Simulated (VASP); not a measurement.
# A VASP 6.6.1 single-point calculation on BeS

INCAR

```
IBRION = -1
ISMEAR = 0
EDIFF = 1E-7
ENCUT = 520
LREAL = .FALSE.
LASPH = .TRUE.
LWAVE = .FALSE.
NSW = 0
SIGMA = 0.01
NELM = 120
ALGO = Conjugate
METAGGA = R2SCAN
NBANDS = 11
LCHARG = .FALSE.
PREC = Accurate
ISIF = 2
```

KPOINTS

```
KPOINTS created by Atomic Simulation Environment
0
Monkhorst-Pack
10 10 10
0 0 0
```

POSCAR

```
Be S
 1.0000000000000000
     0.0000000000000000    2.4221346991999999    2.4343062303999998
     2.4221346991999999    0.0000000000000000    2.4343062303999998
     2.4221346991999999    2.4221346991999999    0.0000000000000000
 Be  S
   1   1
Cartesian
  0.0000000000000000  0.0000000000000000  0.0000000000000000
  1.2110673496000000  1.2110673496000000  1.2171531151999999
```

The recommended PBE PAW datasets give the neutral cell 8 valence electrons.

Command

```
mpirun -np 1 vasp_std
```

OSZICAR

```
N       E                     dE             d eps       ncg     rms           ort
DAV:   1     0.154312457177E+02    0.15431E+02   -0.45220E+03  3025   0.718E+02
DAV:   2    -0.151032144130E+02   -0.30534E+02   -0.29352E+02  3025   0.120E+02
DAV:   3    -0.163224755323E+02   -0.12193E+01   -0.12169E+01  3025   0.242E+01
DAV:   4    -0.163294153729E+02   -0.69398E-02   -0.69384E-02  3025   0.209E+00
DAV:   5    -0.163294718334E+02   -0.56460E-04   -0.56460E-04  3025   0.187E-01
SDA:   6    -0.146863817027E+02    0.16431E+01   -0.56460E-04  3025   0.269E+00   0.000E+00
CGA:   7    -0.147754841744E+02   -0.89102E-01   -0.88779E-01  3025   0.154E-01   0.237E-02
CGA:   8    -0.147834607020E+02   -0.79765E-02   -0.79213E-02  3025   0.277E-02   0.190E-03
CGA:   9    -0.147848799085E+02   -0.14192E-02   -0.14127E-02  3025   0.415E-03   0.250E-04
CGA:  10    -0.147850717395E+02   -0.19183E-03   -0.19080E-03  3025   0.313E-04   0.543E-05
CGA:  11    -0.147850861994E+02   -0.14460E-04   -0.14387E-04  3025   0.297E-05   0.440E-06
CGA:  12    -0.147850875692E+02   -0.13698E-05   -0.13234E-05  3025   0.330E-06   0.343E-06
SDA:  13    -0.147850876857E+02   -0.11647E-06   -0.11657E-06  3025   0.670E-07   0.141E-06
SDA:  14    -0.147850877022E+02   -0.16567E-07   -0.18256E-07  3025   0.242E-07   0.376E-07
   1 F= -.14785088E+02 E0= -.14785088E+02  d E =-.414450E-32
```

From OUTCAR

```
k-points           NKPTS =    275   k-points in BZ     NKDIM =    275   number of bands    NBANDS=     11

   NELECT =       8.0000    total number of electrons

   dimension x,y,z NGX =    28 NGY =   28 NGZ =   28
   dimension x,y,z NGXF=    56 NGYF=   56 NGZF=   56

  energy-cutoff  :      520.00
  volume of cell :       28.56
      direct lattice vectors                 reciprocal lattice vectors
     0.000000000  2.422134699  2.434306230    -0.206429477  0.206429477  0.205397330
     2.422134699  0.000000000  2.434306230     0.206429477 -0.206429477  0.205397330
     2.422134699  2.422134699  0.000000000     0.206429477  0.206429477 -0.205397330

 k-points in reciprocal lattice and weights: KPOINTS created by Atomic Simulation Env
   0.05000000  0.05000000  0.05000000       0.002
   0.15000000  0.05000000  0.05000000       0.004
   0.25000000  0.05000000  0.05000000       0.004
   0.35000000  0.05000000  0.05000000       0.004
   0.45000000  0.05000000  0.05000000       0.004
  -0.45000000  0.05000000  0.05000000       0.004
  -0.35000000  0.05000000  0.05000000       0.004
  -0.25000000  0.05000000  0.05000000       0.004
   ...

 E-fermi :   4.0064

 k-point     1 :       0.0500    0.0500    0.0500
  band No.  band energies     occupation
      1     -10.3043      2.00000
      2       3.7224      2.00000
      3       3.9080      2.00000
      4       3.9269      2.00000
      5      10.2155      0.00000
      6      10.2756      0.00000
      7      10.2795      0.00000
      8      10.8549      0.00000
      9      17.1616      0.00000
     10      17.2714      0.00000
     11      19.8374      0.00000

 k-point     2 :       0.1500    0.0500    0.0500
  band No.  band energies     occupation
      1     -10.1470      2.00000
      2       2.8190      2.00000
      3       3.5411      2.00000
      4       3.8487      2.00000
      5      10.2788      0.00000
      6      10.4568      0.00000
      7      10.6975      0.00000
      8      11.8339      0.00000
      9      16.3105      0.00000
     10      17.0259      0.00000
     11      19.8946      0.00000

 k-point     3 :       0.2500    0.0500    0.0500
  band No.  band energies     occupation
      1      -9.7769      2.00000
      2       1.1512      2.00000
      3       3.1702      2.00000
      4       3.5678      2.00000
      5      10.2888      0.00000
      6      10.9155      0.00000
      7      11.2110      0.00000
      8      13.4049      0.00000
      9      15.8535      0.00000
     10      16.9270      0.00000
     11      19.5617      0.00000

 k-point     4 :       0.3500    0.0500    0.0500
  band No.  band energies     occupation
      1      -9.2706      2.00000
      2      -0.4693      2.00000
      3       2.8855      2.00000
      4       3.2320      2.00000
      5      10.2435      0.00000
      6      11.1629      0.00000
      7      11.3437      0.00000
      8      14.8098      0.00000
      9      16.4833      0.00000
     10      17.8707      0.00000
     11      19.3183      0.00000

 k-point     5 :       0.4500    0.0500    0.0500
  band No.  band energies     occupation
      1      -8.8023      2.00000
      2      -1.6242      2.00000
      3       2.7475      2.00000
      4       2.9646      2.00000
      5      10.1945      0.00000
      6      11.1562      0.00000
      7      11.1890      0.00000
      8      15.7869      0.00000
      9      18.1049      0.00000
     10      19.0956      0.00000
     11      19.9243      0.00000

 ...

  Total        0.2568217      0.2568217      0.1665778      0.0000000     -0.0000000      0.0000000
  in kB       14.4059034     14.4059034      9.3438522      0.0000000     -0.0000000      0.0000000
  external PRESSURE =      12.7185530 kB  Pullay stress =       0.0000000 kB

 POSITION                                       TOTAL-FORCE (eV/Angst)
 -----------------------------------------------------------------------------------
      0.00000      0.00000      0.00000         0.000000      0.000000     -0.000000
      1.21107      1.21107      1.21715        -0.000000     -0.000000      0.000000
 -----------------------------------------------------------------------------------
    total drift:                                0.000000      0.000000      0.000000

  FREE ENERGIE OF THE ION-ELECTRON SYSTEM (eV)
  ---------------------------------------------------
  free  energy   TOTEN  =       -14.7850877022 eV

  energy  without entropy=      -14.7850877022  energy(sigma->0) =      -14.78508770
```

It converged. Results: gap between bands v and c on the k mesh 3.72 eV; least direct gap on the k mesh 6.26 eV; pressure 1.3 GPa. Band v is the last that the valence electrons fill when counted band by band, and c is the next.

The shifted mesh misses Γ, so a band edge there is missed.

For comparison, a separate r²SCAN run of the intended cell, on usual settings and not on those above, gives a gap of 3.55 eV on its mesh and a pressure of 1.3 GPa.

The run above took about 3.2 min on one core of a shared host (Intel Xeon 6975P-C) and held 0.28 GiB at most.
